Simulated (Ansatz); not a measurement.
`[Cl][Ga]([Cl])[SeH]` + `C=CCC` → `C=[CH][Ga]([Cl])[Cl]` + `CC[SeH]`  (formal exchange of groups at a Ga–Se bond)

Calculated with Ansatz (gas phase, PBE0-D4/def2-TZVP geometries, no zero-point term in ΔE). CCSD(T)/CBS adds triple-zeta CCSD(T) − MP2 to the extrapolated MP2 energy (def2 sets, frozen cores). DFT in def2-TZVPP. B3LYP here is the variant with VWN-RPA as its local correlation; programs differ in this. For Ga, Se outer-core shells are correlated without core-valence functions, which leaves a few kJ/mol of doubt a bond. Scalar relativity is left out up to krypton. One conformer a species, not always the lowest.

`[Cl][Ga]([Cl])[SeH]`:

```xyz
5

Cl   -2.364   -0.842    0.786
Ga   -0.558    0.019    0.072
Cl   -0.674    1.912   -0.893
Se    1.436   -1.089    0.352
H     2.160    0.001   -0.318
```

`C=CCC`:

Cartesian coordinates in Å:
```
C -1.696 -0.906 -0.522
C -0.621 -0.705 0.227
C 0.065 0.607 0.415
C 1.517 0.576 -0.046
H -2.170 -0.091 -1.060
H -2.143 -1.888 -0.624
H -0.175 -1.552 0.747
H -0.485 1.386 -0.122
H 0.035 0.878 1.478
H 2.083 -0.194 0.487
H 1.582 0.354 -1.114
H 2.009 1.534 0.133
```

`C=[CH][Ga]([Cl])[Cl]`:

Z-matrix (Å, degrees):
```
C
C 1 1.330
H 1 1.087 2 121.8
H 1 1.086 2 122.1 3 -180.0
Ga 2 1.928 1 120.4 3 180.0
H 2 1.086 1 119.9 3 0.0
Cl 5 2.137 2 120.4 1 0.2
Cl 5 2.132 2 124.2 1 -179.8
```

`CC[SeH]`:

Cartesian coordinates in Å:
```
C -0.829 -0.497 0.178
C 0.279 0.513 0.376
Se 1.953 0.042 -0.523
H -1.721 -0.198 0.737
H -0.525 -1.488 0.519
H -1.107 -0.577 -0.875
H 0.565 0.590 1.427
H -0.009 1.509 0.042
H 1.393 0.105 -1.880
```

```json
{"level": "LDA (SPW92)", "ΔE (kcal/mol)": "27.7", "difference from CCSD(T)/CBS": "2.1"}
{"level": "B3LYP-D4", "ΔE (kcal/mol)": "26.5", "difference from CCSD(T)/CBS": "0.9"}
{"level": "PBE", "ΔE (kcal/mol)": "26.5", "difference from CCSD(T)/CBS": "0.9"}
{"level": "r2SCANh", "ΔE (kcal/mol)": "27.6", "difference from CCSD(T)/CBS": "2.0"}
{"level": "CCSD(T)/def2-SVP", "ΔE (kcal/mol)": "29.5", "difference from CCSD(T)/CBS": "3.9"}
{"level": "MP2/def2-TZVPP", "ΔE (kcal/mol)": "25.7", "difference from CCSD(T)/CBS": "0.1"}
{"level": "CCSD/def2-TZVPP", "ΔE (kcal/mol)": "25.9", "difference from CCSD(T)/CBS": "0.3"}
{"level": "CCSD(T)/def2-TZVPP", "ΔE (kcal/mol)": "25.5", "difference from CCSD(T)/CBS": "-0.1"}
{"level": "MP2/def2-QZVPP", "ΔE (kcal/mol)": "25.7", "difference from CCSD(T)/CBS": "0.1"}
{"level": "CCSD/CBS(def2)", "ΔE (kcal/mol)": "26.0", "difference from CCSD(T)/CBS": "0.4"}
{"level": "CCSD(T)/CBS", "ΔE (kcal/mol)": "25.6", "difference from CCSD(T)/CBS": "0"}
```

Largest T1 diagnostic among the species: 0.012.

From PBE to PBE0 (25 % exact exchange), in def2-TZVPP and without D4, ΔE moves by +1.0 kcal/mol. Leaving LDA and LC-ωPBE aside and taking each functional with its dispersion term where it has one, the values, not all of them listed here, spread over 2.7 kcal/mol, from BLYP-D4 to r2SCAN0-D4. LDA lies +1.2 kcal/mol from PBE without D4. At CCSD(T), def2-SVP lies +3.9 kcal/mol from the extrapolated value and def2-TZVPP −0.1 kcal/mol.

CCSD(T)/CBS has its own doubt, a few kJ/mol and more with outer-core shells, so smaller differences from it don't rank the levels.
